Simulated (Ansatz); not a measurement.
# Tin, alpha-Sn (diamond) under r²SCAN: testing the plane-wave cutoff, part 2 of 2

Aim: find which plane-wave cutoff is enough for energy and pressure. The geometry was relaxed under r²SCAN beforehand and stays fixed; 9 values are run, from 150 to 800 eV. Wanted are the values from which on the energy stays within 10 and 1 meV/atom, and the pressure within 0.5 GPa, of the last run. Within the series other settings stay, but some runs also write fields, which adds to their time. Spin polarisation is left out.

Ansatz 0.2.0; DFT r²SCAN, plane waves with PAW, scalar-relativistic. The steps go on from the part before.

### Step 7. Cutoff 350 eV

The run at 350 eV.

input.yaml

```yaml
crystal:
  lattice:
    - [0.0, 3.2840539893, 3.2840539893]
    - [3.2840539893, 0.0, 3.2840539893]
    - [3.2840539893, 3.2840539893, 0.0]
  atoms:
    - { symbol: Sn, position: [0.5, 0.5, 0.5] }
    - { symbol: Sn, position: [0.75, 0.75, 0.75] }
hamiltonian:
  xc: r2scan
  pseudopotentials:
    kind: paw
    azcp:
      Sn: "pseudopotentials/Sn.paw.azcp"
basis:
  ecutwfc: 350
  fft_grid_basis: typed
kpoints:
  mp_grid: { grid: [8, 8, 8], shift: [0, 0, 0] }
magnetization:
  spin_polarized: false
scf:
  occupations: { method: fermi_dirac, width: 0.1 }
  lower_state_search: "off"
output:
  stress: true
```

The run is started by

```
$ ansatz run input.yaml --threads 2 --pin off --max-ram 5120MiB --backend cpu --events-out ev --progress --plain --runs-dir out
```

The program printed (excerpt; [...] marks lines left out):

```text
Warning: basis.ecutwfc = 350 eV is below the records' recommended 500 eV, and the density's cutoff is lower with it unless basis.ecutrho_ratio is high enough to keep the records' density cutoff: compare with a run at a higher cutoff
Warning: RAYON_NUM_THREADS=2 ignored (pool sized by the plan → 2); use --threads N
[...]
Pseudopotentials: kind: paw
Pseudopotential: Sn, paw, valence charge 14, recommended cutoff 500 eV (meta_gga), <dir>
Functional definition: r2SCAN
[...]
Crystal: 2 atoms, lattice volume = 70.837 Å³
Basis set: ecut = 350 eV, 1067 PW (Γ), exchange–correlation on 120×120×120 points (64 copies of the dense FFT grid, shifted against one another)
Bands: 18, of which v1, the nominal top of the filled ones, is band 14 counted from 1 (13 counted from 0)
Symmetry: 48 space group operations
Space group: Fd-3m (ITA 227), of the structure as read, at distance tolerance 4.1e-5 Å
k-points: 29 of 512
[...]
SCF iter   1: F=-12077.266258 eV  HF=-12077.258903 eV  |F-HF|=7.35e-3  |Δ(HF+E_count)|=         —  Δρ=4.93e-3  dr2=7.20e-3  dr2_τ=3.97e-3  ethr=1.77e-3  ⟨swp⟩=5.7  Hψ=2751  notcnv=0
[...]
SCF iter   6: F=-12077.266146 eV  HF=-12077.266146 eV  |F-HF|=4.37e-11  |Δ(HF+E_count)|=   1.24e-8  Δρ=4.05e-7  dr2=9.73e-11  dr2_τ=1.12e-12  ethr=4.45e-11  ⟨swp⟩=2.4  Hψ=1689  notcnv=0
[...]
SCF converged after 6 iterations
Free energy (F): -12077.266146 eV
[...]
E sigma→0 (E₀):  -12077.263252 eV
Entropy (-TS):   -0.005787 eV (-2.894 meV/atom)
Fermi energy:    7.286186 eV
[...]
--- Stress (GPa, compression-positive) ---
        0.041870      -0.000000       0.000000
       -0.000000       0.041870       0.000000
        0.000000       0.000000       0.041870
  P = ⅓ Tr σ = 0.0419 GPa (0.419 kbar)
```

Run time: 1.9 s. Hardware: 2 threads of Arm Neoverse V1, shared host; peak memory 0.41 GiB.

### Step 8. Cutoff 420 eV

The run at 420 eV.

Changes to input.yaml since step 7:

```diff
@@ -15,3 +15,3 @@
 basis:
-  ecutwfc: 350
+  ecutwfc: 420
   fft_grid_basis: typed
@@ -26 +26,5 @@
   stress: true
+  write_density: true
+  write_potential: true
+  elf: true
+  volumetric_format: npy
```

The run is started by

```
$ ansatz run input.yaml --threads 2 --pin off --max-ram 5120MiB --backend cpu --events-out ev --progress --plain --runs-dir out
```

The program printed (excerpt; [...] marks lines left out):

```text
Warning: basis.ecutwfc = 420 eV is below the records' recommended 500 eV, and the density's cutoff is lower with it unless basis.ecutrho_ratio is high enough to keep the records' density cutoff: compare with a run at a higher cutoff
Warning: RAYON_NUM_THREADS=2 ignored (pool sized by the plan → 2); use --threads N
[...]
[... 3 set-up lines as earlier in the session ...]
[...]
Crystal: 2 atoms, lattice volume = 70.837 Å³
Basis set: ecut = 420 eV, 1411 PW (Γ), exchange–correlation on 128×128×128 points (64 copies of the dense FFT grid, shifted against one another)
Bands: 18, of which v1, the nominal top of the filled ones, is band 14 counted from 1 (13 counted from 0)
[... 2 set-up lines as earlier in the session ...]
k-points: 29 of 512
[...]
SCF iter   1: F=-12077.273206 eV  HF=-12077.265809 eV  |F-HF|=7.40e-3  |Δ(HF+E_count)|=         —  Δρ=4.92e-3  dr2=7.21e-3  dr2_τ=4.18e-3  ethr=1.77e-3  ⟨swp⟩=5.8  Hψ=2829  notcnv=0
[...]
SCF iter   6: F=-12077.273132 eV  HF=-12077.273132 eV  |F-HF|=5.82e-11  |Δ(HF+E_count)|=   1.42e-8  Δρ=4.67e-7  dr2=1.33e-10  dr2_τ=4.29e-12  ethr=4.59e-11  ⟨swp⟩=6.6  Hψ=3331  notcnv=0
[...]
SCF converged after 6 iterations
Free energy (F): -12077.273132 eV
[...]
E sigma→0 (E₀):  -12077.270237 eV
Entropy (-TS):   -0.005791 eV (-2.895 meV/atom)
Fermi energy:    7.285299 eV
[...]
--- Stress (GPa, compression-positive) ---
        0.018066      -0.000000       0.000000
       -0.000000       0.018066      -0.000000
       -0.000000      -0.000000       0.018066
  P = ⅓ Tr σ = 0.0181 GPa (0.181 kbar)
--- Band table (eV; the first three rows and the last of 29) ---
  k-point 0: bands = ["-15.0834", "-15.0834", "-15.0834", "-15.0245", "-15.0245", "-14.7287", "-14.7287", "-14.7287", "-14.7171", "-14.7171", "-3.5784", "6.6860", "7.3136", "7.3136", "7.3136", "9.5273", "9.5273", "9.5273"]
[...]
```

It took 3.2 s on 2 threads of Arm Neoverse V1, shared host; peak memory 0.46 GiB.

### Step 9. Cutoff 500 eV

The run at 500 eV.

Changes to input.yaml since step 8:

```diff
@@ -15,3 +15,3 @@
 basis:
-  ecutwfc: 420
+  ecutwfc: 500
   fft_grid_basis: typed
@@ -26,5 +26 @@
   stress: true
-  write_density: true
-  write_potential: true
-  elf: true
-  volumetric_format: npy
```

The run is started by

```
$ ansatz run input.yaml --threads 2 --pin off --max-ram 5120MiB --backend cpu --events-out ev --progress --plain --runs-dir out
```

The program printed (excerpt; [...] marks lines left out):

```text
Warning: RAYON_NUM_THREADS=2 ignored (pool sized by the plan → 2); use --threads N
[...]
[... 3 set-up lines as earlier in the session ...]
[...]
Crystal: 2 atoms, lattice volume = 70.837 Å³
Basis set: ecut = 500 eV, 1807 PW (Γ), exchange–correlation on 144×144×144 points (64 copies of the dense FFT grid, shifted against one another)
Bands: 18, of which v1, the nominal top of the filled ones, is band 14 counted from 1 (13 counted from 0)
[... 2 set-up lines as earlier in the session ...]
k-points: 29 of 512
[...]
SCF iter   1: F=-12077.275352 eV  HF=-12077.267821 eV  |F-HF|=7.53e-3  |Δ(HF+E_count)|=         —  Δρ=4.86e-3  dr2=7.09e-3  dr2_τ=4.46e-3  ethr=1.77e-3  ⟨swp⟩=5.9  Hψ=2872  notcnv=0
[...]
SCF iter   6: F=-12077.275286 eV  HF=-12077.275286 eV  |F-HF|=1.56e-10  |Δ(HF+E_count)|=   1.69e-8  Δρ=6.97e-7  dr2=3.40e-10  dr2_τ=2.07e-11  ethr=5.15e-11  ⟨swp⟩=2.7  Hψ=1721  notcnv=0
[...]
SCF converged after 6 iterations
Free energy (F): -12077.275286 eV
[...]
E sigma→0 (E₀):  -12077.272390 eV
Entropy (-TS):   -0.005791 eV (-2.896 meV/atom)
Fermi energy:    7.284943 eV
[...]
--- Stress (GPa, compression-positive) ---
        0.012416       0.000000      -0.000000
        0.000000       0.012416      -0.000000
       -0.000000      -0.000000       0.012416
  P = ⅓ Tr σ = 0.0124 GPa (0.124 kbar)
```

Run time: 3.3 s. Hardware: 2 threads of Arm Neoverse V1, shared host; peak memory 0.54 GiB.

### Step 10. Cutoff 600 eV

The run at 600 eV.

Changes to input.yaml since step 9:

```diff
@@ -15,3 +15,3 @@
 basis:
-  ecutwfc: 500
+  ecutwfc: 600
   fft_grid_basis: typed
@@ -26 +26,5 @@
   stress: true
+  write_density: true
+  write_potential: true
+  elf: true
+  volumetric_format: npy
```

The run is started by

```
$ ansatz run input.yaml --threads 2 --pin off --max-ram 5120MiB --backend cpu --events-out ev --progress --plain --runs-dir out
```

The program printed (excerpt; [...] marks lines left out):

```text
Warning: RAYON_NUM_THREADS=2 ignored (pool sized by the plan → 2); use --threads N
[...]
[... 3 set-up lines as earlier in the session ...]
[...]
Crystal: 2 atoms, lattice volume = 70.837 Å³
Basis set: ecut = 600 eV, 2421 PW (Γ), exchange–correlation on 160×160×160 points (64 copies of the dense FFT grid, shifted against one another)
Bands: 18, of which v1, the nominal top of the filled ones, is band 14 counted from 1 (13 counted from 0)
[... 2 set-up lines as earlier in the session ...]
k-points: 29 of 512
[...]
SCF iter   1: F=-12077.275557 eV  HF=-12077.268015 eV  |F-HF|=7.54e-3  |Δ(HF+E_count)|=         —  Δρ=4.84e-3  dr2=7.04e-3  dr2_τ=4.48e-3  ethr=1.77e-3  ⟨swp⟩=5.9  Hψ=2918  notcnv=0
[...]
SCF iter   6: F=-12077.275530 eV  HF=-12077.275530 eV  |F-HF|=5.77e-10  |Δ(HF+E_count)|=   1.96e-8  Δρ=1.09e-6  dr2=9.84e-10  dr2_τ=7.06e-11  ethr=6.20e-11  ⟨swp⟩=7.3  Hψ=3402  notcnv=0
[...]
SCF converged after 6 iterations
Free energy (F): -12077.275530 eV
[...]
E sigma→0 (E₀):  -12077.272635 eV
Entropy (-TS):   -0.005791 eV (-2.895 meV/atom)
Fermi energy:    7.284880 eV
[...]
--- Stress (GPa, compression-positive) ---
        0.011827       0.000000      -0.000000
        0.000000       0.011827      -0.000000
        0.000000       0.000000       0.011827
  P = ⅓ Tr σ = 0.0118 GPa (0.118 kbar)
--- Band table (eV; the first three rows and the last of 29) ---
  k-point 0: bands = ["-15.0844", "-15.0844", "-15.0844", "-15.0255", "-15.0255", "-14.7298", "-14.7298", "-14.7298", "-14.7181", "-14.7181", "-3.5788", "6.6853", "7.3131", "7.3131", "7.3131", "9.5270", "9.5270", "9.5270"]
[...]
```

It took 4.9 s on 2 threads of Arm Neoverse V1, shared host; peak memory 0.65 GiB.

### Step 11. Cutoff 800 eV

The run at 800 eV.

Changes to input.yaml since step 10:

```diff
@@ -15,3 +15,3 @@
 basis:
-  ecutwfc: 600
+  ecutwfc: 800
   fft_grid_basis: typed
@@ -26,5 +26 @@
   stress: true
-  write_density: true
-  write_potential: true
-  elf: true
-  volumetric_format: npy
```

The run is started by

```
$ ansatz run input.yaml --threads 2 --pin off --max-ram 5120MiB --backend cpu --events-out ev --progress --plain --runs-dir out
```

The program printed (excerpt; [...] marks lines left out):

```text
Warning: RAYON_NUM_THREADS=2 ignored (pool sized by the plan → 2); use --threads N
[...]
[... 3 set-up lines as earlier in the session ...]
[...]
Crystal: 2 atoms, lattice volume = 70.837 Å³
Basis set: ecut = 800 eV, 3695 PW (Γ), exchange–correlation on 180×180×180 points (64 copies of the dense FFT grid, shifted against one another)
Bands: 18, of which v1, the nominal top of the filled ones, is band 14 counted from 1 (13 counted from 0)
[... 2 set-up lines as earlier in the session ...]
k-points: 29 of 512
[...]
SCF iter   1: F=-12077.277792 eV  HF=-12077.270257 eV  |F-HF|=7.53e-3  |Δ(HF+E_count)|=         —  Δρ=4.86e-3  dr2=7.12e-3  dr2_τ=4.64e-3  ethr=1.77e-3  ⟨swp⟩=5.8  Hψ=2960  notcnv=0
[...]
SCF iter   6: F=-12077.277726 eV  HF=-12077.277726 eV  |F-HF|=2.04e-10  |Δ(HF+E_count)|=   1.78e-8  Δρ=8.14e-7  dr2=4.69e-10  dr2_τ=4.05e-11  ethr=5.87e-11  ⟨swp⟩=3.0  Hψ=1770  notcnv=0
[...]
SCF converged after 6 iterations
Free energy (F): -12077.277726 eV
[...]
E sigma→0 (E₀):  -12077.274827 eV
Entropy (-TS):   -0.005797 eV (-2.898 meV/atom)
Fermi energy:    7.284599 eV
[...]
--- Stress (GPa, compression-positive) ---
        0.013238       0.000000      -0.000000
        0.000000       0.013238       0.000000
        0.000000       0.000000       0.013238
  P = ⅓ Tr σ = 0.0132 GPa (0.132 kbar)
```

It took 5.3 s on 2 threads of Arm Neoverse V1, shared host; peak memory 0.8 GiB.

### Step 12. All values side by side

Differences are taken from the run at 800 eV.

```
cutoff (eV)  plane waves at Γ  E(σ → 0) (meV/atom)  P (GPa)  SCF cycles  CPU time
        150               307             41912.49     4.22           8     1.7 s
        200               459              5314.38    -3.34           8     2.3 s
        250               609               579.43     0.63           6     2.2 s
        300               869                42.70     0.10           6     3.7 s
        350              1067                 5.79     0.04           6     3.6 s
        420              1411                 2.30     0.02           6     6.2 s
        500              1807                 1.22     0.01           6     6.3 s
        600              2421                 1.10     0.01           6     9.5 s
        800              3695                 0.00     0.01           6      10 s
```

### Step 13. What came out

The summary covers parts 1 to 2.

| quantity | value |
| --- | --- |
| E(σ → 0) stays within 10 meV/atom of 800 eV | from 350 eV on |
| E(σ → 0) stays within 1 meV/atom | not reached before 800 eV |
| pressure stays within 0.5 GPa | from 300 eV on |
| pressure at 800 eV | 0.01 GPa |
| CPU time, dearest over cheapest | 6.1 |
| run at the usual settings (mesh 14×14×14 against the series' 8×8×8, 500 eV) | -2.9 meV/atom from 800 eV, -0.01 GPa |

In words: The far end, 150 eV, lies +41912 meV/atom and +4.2 GPa from the yardstick. Each step up in cutoff lowers the energy. The total energy has not settled to 1 meV/atom before the last cutoff. The cell taken over is 4 % larger than the measured one (34.19 Å³/atom, COD).
